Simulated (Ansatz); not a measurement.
Ti, DFT, PBE, PAW with Ansatz's default frozen-core files, scalar-relativistic (Ansatz 0.2.0), run on 1 thread of Arm Neoverse V1 on a shared host.

The structure is an experimental refinement, used without relaxation.

Command: `ansatz run input.yaml --threads 1 --pin off --max-ram 3072MiB --backend cpu --events-out ev --progress --plain --runs-dir out`

```yaml
crystal:
  lattice:
    - [-1.641, 1.641, 1.641]
    - [1.641, -1.641, 1.641]
    - [1.641, 1.641, -1.641]
  atoms:
    - { symbol: Ti, position: [0.0, 0.0, 0.0] }
kpoints:
  mp_grid: { grid: [14, 14, 14] }
  band_path:
    path:
      - [0.0, 0.0, 0.0]
      - [0.5, -0.5, 0.5]
      - [0.0, 0.0, 0.5]
      - [0.0, 0.0, 0.0]
      - [0.25, 0.25, 0.25]
      - [0.5, -0.5, 0.5]
      - [0.25, 0.25, 0.25]
      - [0.0, 0.0, 0.5]
    npoints: 14
scf:
  occupations: { method: fermi_dirac, width: 0.05 }
hamiltonian:
  xc: pbe
  pseudopotentials: { kind: paw }
output:
  forces: true
  stress: true
  eigenvalues: true
  efg: { contact_densities: true }
  populations: true
  bader: true
  dos: { projected: true, de: 0.2, e_range: [-14, 8] }
  write_density: true
  write_potential: true
  elf: true
  volumetric_format: npy
```

Problem. How large is the problem that the program sets up?

Solution. 104 irreducible k-points, 369 plane waves at Γ, 10 bands.

Problem. Estimate the wall time and the peak memory.

Solution. 6.6 s of wall time for 6 SCF iterations, with a peak of 0.33 GiB. Times on shared machines scatter by tens of per cent.

Problem. And the same cell and mesh by full-potential LAPW, asked for forces, stress, eigenvalues, populations, dos and the same band path, on the same hardware?

Solution. 11 s, peak memory 0.28 GiB.
